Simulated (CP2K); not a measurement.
CdSe (Cadmoselite):

```
Cd Se
1.0
     4.30000    0.00000    0.00000
    -2.15000    3.72391    0.00000
     0.00000    0.00000    7.02000
Cd Se
2 2
Cartesian
  2.1500 1.2413 3.5100
  0.0000 2.4826 0.0000
  2.1500 1.2413 6.2127
  0.0000 2.4826 2.7027
```

Program: CP2K 2026.2. Alike in all runs: task band structure; no spin polarisation; cell as given; k mesh 7 × 7 × 4.

Task: Order these runs on this cell by their pressure, lowest first.
A. level PBE; potentials or basis POTENTIAL_UZH Cd GTH-PBE-q12, Se GTH-PBE-q6; TZVP-MOLOPT-PBE-GTH basis; smearing fermi-dirac 0.0259 eV; EPS_DEFAULT 1.0E-9; bands added on the path 6
B. level LDA; potentials or basis GTH_POTENTIALS Cd GTH-PADE-q12, Se GTH-PADE-q6; TZVP-MOLOPT-PBE-GTH basis; smearing fermi-dirac 0.0259 eV; EPS_DEFAULT 1.0E-10; bands added on the path 4
C. level PBEsol; potentials or basis POTENTIAL_UZH Cd GTH-PBE-q12, Se GTH-PBE-q6; TZVP-MOLOPT-PBE-GTH basis; smearing fermi-dirac 0.01 eV; EPS_DEFAULT 1.0E-9; bands added on the path 6

Result: B (-1.3 GPa), C (1.3 GPa), A (3.6 GPa).

Caveats: the basis of atomic orbitals isn't converged, which shifts pressures, moduli and gaps; the potentials were made for another functional, which shifts forces and pressure (some runs).

Not every run made on this cell is shown here.
